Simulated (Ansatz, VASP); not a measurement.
**Two plane-wave programs on PtS2**

File INCAR:

```
SYSTEM = PtS2
PREC = Accurate ; ENCUT = 520
EDIFF = 1E-6 ; ISMEAR = 0
SIGMA = 0.05 ; LREAL = .FALSE.
LASPH = .TRUE. ; NELM = 80
ALGO = Normal ; ISIF = 2
LWAVE = .FALSE. ; LCHARG = .FALSE.
LDIPOL = .TRUE. ; IDIPOL = 3
DIPOL = 0.5 0.5 0.256 ; GGA = PE
IVDW = 12 ; NBANDS = 18
```

Contents of KPOINTS:

```
regular mesh
0
G
  9 9 1
  0 0 0
```

File POSCAR:

```
PtS2
1.0
    3.5414384854      0.0000000000      0.0000000000
   -1.7707192427      3.0669756943      0.0000000000
    0.0000000000      0.0000000000     22.4671585948
S Pt
2 1
Direct
    0.6666666667      0.3333333333      0.2002923503
    0.3333333333      0.6666666667      0.3108350025
    0.0000000000      0.0000000000      0.2555636764
```

Input for Ansatz:

```yaml
crystal:
  lattice:
    - [3.5414384854, 0.0, 0.0]
    - [-1.7707192427, 3.0669756943, 0.0]
    - [0.0, 0.0, 22.4671585948]
  atoms:
    - { symbol: S, position: [0.6666666667, 0.3333333333, 0.2002923503] }
    - { symbol: Pt, position: [0.0, 0.0, 0.2555636764] }
    - { symbol: S, position: [0.3333333333, 0.6666666667, 0.3108350025] }
basis:
  ecutwfc: 420
kpoints:
  mp_grid: { grid: [9, 9, 1] }
hamiltonian:
  xc: pbe
  dispersion: d3bj
scf:
  occupations: { method: gaussian, width: 0.05 }
output:
  forces: true
  eigenvalues: true
efield:
  axis: 3
  dipole_correction: true
  ramp_width: 0.04
```

Alike in both runs: task single point; functional PBE; dispersion D3(BJ); k mesh 9 × 9 × 1; occupations gaussian, width 0.05 eV; no spin polarisation.

|  | VASP | Ansatz |
| --- | --- | --- |
| version | VASP 6.6.1 | Ansatz 0.2.0 |
| potentials or method | VASP PAW PBE potentials, release 64 (S, Pt) | scalar-relativistic, plane waves, PAW |
| plane-wave cutoff (eV) | 520 | 420 |
| valence electrons in the cell | 22 | 30 |

```csv
,VASP,Ansatz,Ansatz less VASP
gap on the k mesh at the Fermi level (eV),1.84,1.84,-0.002
least direct gap on the mesh (eV),1.92,1.92,-0.003
rms of the force components (eV/Å),0.018,0.000,-0.0181
```

With one functional, cell and mesh, what is left measures potentials, basis and numerics. The two sets of potentials don't hold the same shells in valence.

Caveats: spin-orbit coupling is left out, which moves the levels of the heavy elements.
